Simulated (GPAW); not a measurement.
# Au (Fm-3m) in GPAW: a series of runs

Aim: see how the results for Au move with the level of theory and the settings. Levels: revPBE+D3(BJ), revPBE+D4, BLYP+D3(BJ). Tasks: relaxation of cell and atoms.

Program: GPAW 26.7.0. These are calculated values, not measurements. Logs are shortened: lines on timing, memory, paths and dates and some standing lists are left out, and cuts for length are marked. The log counts tension as positive stress, the text compression.

### Step 1. The structure

The structure is cubic, space group Fm-3m (No. 225). The conventional cell has a = 4.070 Å, b = 4.070 Å, c = 4.070 Å, α = 90.00°, β = 90.00°, γ = 90.00°. Around Au (site symmetry m-3m) lie 12 Au at 2.88 Å.

### Step 2. Relaxation of cell and atoms, revPBE+D3(BJ)

Contents of run.py:

```python
from ase.calculators.mixing import SumCalculator
from ase.filters import FrechetCellFilter
from ase.io import read, write
from ase.optimize import LBFGS
from dftd3.ase import DFTD3
from gpaw import GPAW, PW

atoms = read('Au.xyz')

calc = GPAW(mode=PW(600),
            xc='revPBE',
            kpts={'size': (11, 11, 11), 'gamma': True},
            occupations={'name': 'fermi-dirac', 'width': 0.05},
            nbands=14,
            convergence={'density': 1e-05, 'forces': 0.0001},
            maxiter=150,
            txt='gpaw.txt')
atoms.calc = SumCalculator([calc, DFTD3(method='revpbe', damping='d3bj')])
opt = LBFGS(FrechetCellFilter(atoms), trajectory='relax.traj', logfile='-')
done = opt.run(fmax=0.01, steps=60)
calc.write('gs.gpw')
write('result.traj', atoms)
print('Converged:', done)
print('Cell:', atoms.cell.cellpar().round(4))
print('Volume:', round(atoms.get_volume(), 4))
print(atoms.get_scaled_positions().round(5))
```

Contents of Au.xyz:

```xyz
1
Lattice="0.0000000000 2.0350000000 2.0350000000 2.0350000000 0.0000000000 2.0350000000 2.0350000000 2.0350000000 0.0000000000" Properties=species:S:1:pos:R:3 pbc="T T T"
Au     0.0000000000      0.0000000000      0.0000000000
```

Potentials or basis: the program's PAW data sets (release 1.2.1) made for this functional, pw.

The run is started by

```bash
> OMP_NUM_THREADS=1 python run.py
```

gpaw.txt:

```text
__  _  _
 | _ |_)|_||  |
 |__||  | ||/\| - 26.7.0

Input parameters:
  mode=PW(ecut=600.0),
  convergence={'density': 1e-05, 'forces': 0.0001},
  kpts=MonkhorstPack(size=(11, 11, 11), gamma=True),
  maxiter=150,
  nbands=14,
  occupations=Occupations(name='fermi-dirac', width=0.05),
  xc=XC(name='revPBE')

Diagonalizing LCAO Hamiltonian
Converting LCAO to pw mode

       Au

Atoms  # Å, Bohr magnetons
|   | symbol |        x |        y |        z |    initial magnetic moments |
|---|--------|----------|----------|----------|-----------------------------|
| 0 |     Au | 0.000000 | 0.000000 | 0.000000 | ( 0.0000,  0.0000,  0.0000) |

Unit cell  # Å
| periodic |        x |        y |        z |  lengths |    angles |
|----------|----------|----------|----------|----------|-----------|
|      yes | 0.000000 | 2.035000 | 2.035000 | 2.877925 | 60.000000 |
|      yes | 2.035000 | 0.000000 | 2.035000 | 2.877925 | 60.000000 |
|      yes | 2.035000 | 2.035000 | 0.000000 | 2.877925 | 60.000000 |

Number of symmetries: 48
Symmetry operations  # r_c * U_cc + t_c -> r_c
|    | kind |            matrix            |
|----|------|------------------------------|
|  0 |  σ   |  1, 0, 0,  1, 0,-1,  1,-1, 0 |
|  1 |  C2  |  1, 0, 0,  1,-1, 0,  1, 0,-1 |
|  2 |  E   |  1, 0, 0,  0, 1, 0,  0, 0, 1 |
|  3 |  σ   |  1, 0, 0,  0, 0, 1,  0, 1, 0 |
|  4 |  C4  |  1, 0,-1,  1, 0, 0,  1,-1, 0 |
|  5 |  S6  |  1, 0,-1,  1,-1, 0,  1, 0, 0 |
|  6 |  σ   |  1, 0,-1,  0, 1,-1,  0, 0,-1 |
|  7 |  C3  |  1, 0,-1,  0, 0,-1,  0, 1,-1 |
|  8 |  S6  |  1,-1, 0,  1, 0, 0,  1, 0,-1 |
|  9 |  C4  |  1,-1, 0,  1, 0,-1,  1, 0, 0 |
| 10 |  C3  |  1,-1, 0,  0,-1, 1,  0,-1, 0 |
| 11 |  σ   |  1,-1, 0,  0,-1, 0,  0,-1, 1 |
| 12 |  σ   |  0, 1, 0,  1, 0, 0,  0, 0, 1 |
| 13 |  C4  |  0, 1, 0,  0, 1,-1, -1, 1, 0 |
[... 196 lines left out ...]
Stress tensor  # eV/Ang^3
|         x |         y |         z |
|-----------|-----------|-----------|
| -0.100324 | -0.000000 |  0.000000 |
| -0.000000 | -0.100324 |  0.000000 |
|  0.000000 |  0.000000 | -0.100324 |

Forces  # eV/Ang
|        x |       y |       z |
|----------|---------|---------|
| -0.00000 | 0.00000 | 0.00000 |  # Au   0

Interpolating wave functions to new cell

       Au

Atoms  # Å, Bohr magnetons
|   | symbol |         x |        y |        z |    initial magnetic moments |
|---|--------|-----------|----------|----------|-----------------------------|
| 0 |     Au | -0.000000 | 0.000000 | 0.000000 | ( 0.0000,  0.0000,  0.0000) |

Unit cell  # Å
| periodic |        x |        y |         z |  lengths |    angles |
|----------|----------|----------|-----------|----------|-----------|
|      yes | 0.000000 | 2.045423 |  2.045423 | 2.892664 | 60.000000 |
|      yes | 2.045423 | 0.000000 |  2.045423 | 2.892664 | 60.000000 |
|      yes | 2.045423 | 2.045423 | -0.000000 | 2.892664 | 60.000000 |

Number of symmetries: 48
Symmetry operations  # r_c * U_cc + t_c -> r_c
|    | kind |            matrix            |
|----|------|------------------------------|
|  0 |  σ   |  1, 0, 0,  1, 0,-1,  1,-1, 0 |
|  1 |  C2  |  1, 0, 0,  1,-1, 0,  1, 0,-1 |
|  2 |  E   |  1, 0, 0,  0, 1, 0,  0, 0, 1 |
|  3 |  σ   |  1, 0, 0,  0, 0, 1,  0, 1, 0 |
|  4 |  C4  |  1, 0,-1,  1, 0, 0,  1,-1, 0 |
|  5 |  S6  |  1, 0,-1,  1,-1, 0,  1, 0, 0 |
|  6 |  σ   |  1, 0,-1,  0, 1,-1,  0, 0,-1 |
|  7 |  C3  |  1, 0,-1,  0, 0,-1,  0, 1,-1 |
|  8 |  S6  |  1,-1, 0,  1, 0, 0,  1, 0,-1 |
|  9 |  C4  |  1,-1, 0,  1, 0,-1,  1, 0, 0 |
| 10 |  C3  |  1,-1, 0,  0,-1, 1,  0,-1, 0 |
| 11 |  σ   |  1,-1, 0,  0,-1, 0,  0,-1, 1 |
| 12 |  σ   |  0, 1, 0,  1, 0, 0,  0, 0, 1 |
| 13 |  C4  |  0, 1, 0,  0, 1,-1, -1, 1, 0 |
[... 144 lines left out ...]
SCF iterations
|iter     | |      energy | eigst |  dens |force |
|---------|-|-------------|-------|-------|------|
|iter:   1| |   -2.653208 | -2.06 |       |      |
|iter:   2| |   -2.650868 | -4.90 | -1.84 |      |
|iter:   3| |   -2.642764 | -3.76 | -1.89 |      |
|iter:   4| |   -2.643033 | -4.88 | -2.76 |      |
|iter:   5| |   -2.643191c| -4.58 | -3.05 |      |
|iter:   6| |   -2.643190c| -7.71c| -4.41 |      |
|iter:   7| |   -2.643190c| -7.49c| -4.72 |      |
|iter:   8| |   -2.643190c| -8.18c| -5.98c|      |
|iter:   9| |   -2.643190c| -9.27c| -6.29c|-24.07c|

Converged in 9 steps
Energy contributions relative to reference atoms: (reference = -516608.788256)

Energy contributions:
  Kinetic:          -4.790837
  Coulomb:           3.616858
  Zero:              0.150201
  External:          0.000000
  Xc:               -1.618757
  Entropy:          -0.001310
  Spinorbit:         0.000000
  ----------------------------
  Free energy:      -2.643845
  Extrapolated:     -2.643190
[... 25 lines left out ...]
Stress tensor  # eV/Ang^3
|         x |         y |         z |
|-----------|-----------|-----------|
| -0.080444 |  0.000000 |  0.000000 |
|  0.000000 | -0.080444 | -0.000000 |
|  0.000000 | -0.000000 | -0.080444 |

Forces  # eV/Ang
|       x |        y |        z |
|---------|----------|----------|
| 0.00000 | -0.00000 | -0.00000 |  # Au   0

Interpolating wave functions to new cell

       Au

Atoms  # Å, Bohr magnetons
|   | symbol |         x |        y |         z |    initial magnetic moments |
|---|--------|-----------|----------|-----------|-----------------------------|
| 0 |     Au | -0.000000 | 0.000000 | -0.000000 | ( 0.0000,  0.0000,  0.0000) |

Unit cell  # Å
| periodic |         x |         y |        z |  lengths |    angles |
|----------|-----------|-----------|----------|----------|-----------|
|      yes | -0.000000 |  2.047799 | 2.047799 | 2.896025 | 60.000000 |
|      yes |  2.047799 | -0.000000 | 2.047799 | 2.896025 | 60.000000 |
|      yes |  2.047799 |  2.047799 | 0.000000 | 2.896025 | 60.000000 |

Number of symmetries: 48
Symmetry operations  # r_c * U_cc + t_c -> r_c
|    | kind |            matrix            |
|----|------|------------------------------|
|  0 |  σ   |  1, 0, 0,  1, 0,-1,  1,-1, 0 |
|  1 |  C2  |  1, 0, 0,  1,-1, 0,  1, 0,-1 |
|  2 |  E   |  1, 0, 0,  0, 1, 0,  0, 0, 1 |
|  3 |  σ   |  1, 0, 0,  0, 0, 1,  0, 1, 0 |
|  4 |  C4  |  1, 0,-1,  1, 0, 0,  1,-1, 0 |
|  5 |  S6  |  1, 0,-1,  1,-1, 0,  1, 0, 0 |
|  6 |  σ   |  1, 0,-1,  0, 1,-1,  0, 0,-1 |
|  7 |  C3  |  1, 0,-1,  0, 0,-1,  0, 1,-1 |
|  8 |  S6  |  1,-1, 0,  1, 0, 0,  1, 0,-1 |
|  9 |  C4  |  1,-1, 0,  1, 0,-1,  1, 0, 0 |
| 10 |  C3  |  1,-1, 0,  0,-1, 1,  0,-1, 0 |
| 11 |  σ   |  1,-1, 0,  0,-1, 0,  0,-1, 1 |
| 12 |  σ   |  0, 1, 0,  1, 0, 0,  0, 0, 1 |
| 13 |  C4  |  0, 1, 0,  0, 1,-1, -1, 1, 0 |
[... 194 lines left out ...]
Stress tensor  # eV/Ang^3
|         x |         y |         z |
|-----------|-----------|-----------|
| -0.076147 | -0.000000 |  0.000000 |
| -0.000000 | -0.076147 |  0.000000 |
|  0.000000 |  0.000000 | -0.076147 |

Forces  # eV/Ang
|       x |        y |        z |
|---------|----------|----------|
| 0.00000 | -0.00000 | -0.00000 |  # Au   0

# Writing to gs.gpw (mode='')
```

stdout:

```text
Step          Energy          fmax
LBFGS:    0       -3.895139        0.357601
LBFGS:    1       -3.898541        0.066228
LBFGS:    2       -3.898701        0.002374
Converged: True
Cell: [ 2.896  2.896  2.896 60.    60.    60.   ]
Volume: 17.1748
[[0. 0. 0.]]
```

Wall time 31 s (1 thread of Arm Neoverse V1, shared host); peak memory 0.17 GiB.

What came out:

```yaml
Free_energy: -3.8993 eV
Relaxed_volume: 17.17 Å³/atom
Relaxed_cell: a = 2.896 Å, b = 2.896 Å, c = 2.896 Å, α = 60.00°, β = 60.00°, γ = 60.00°
Space_group_after_relaxing_to_0.05_Å: Fm-3m (No. 225)
Energy_gained_by_relaxing: 3.6 meV/atom
Ionic_steps: 3
Pressure_after_relaxing: 0.0 GPa
Band_gap_on_the_k_mesh: none (metal or under the smearing width)
Dispersion_energy_per_atom: -1.251 eV
```

Step by step:
```csv
step,energy change (eV),largest force (eV/Å),pressure (GPa),volume (Å³)
1,0.0000,0.0000,3.40,16.85
2,-0.0034,0.0000,0.62,17.12
3,-0.0036,0.0000,0.02,17.17
```

Final structure:
```
Au
1.0
     0.00000    2.04780    2.04780
     2.04780    0.00000    2.04780
     2.04780    2.04780    0.00000
Au
1
Direct
  0.00000 0.00000 0.00000
```

Caveat: with this Au data set, volumes or pressures lay over 1.5 % or 2 GPa off other programs in two to four cells of ten; later steps reuse the first step's grids; pairwise dispersion overbinds metals, which lowers pressure and volume. The run has no spin-orbit coupling, so splittings on Au are missing.

(Part 1 of 2 ends here.)
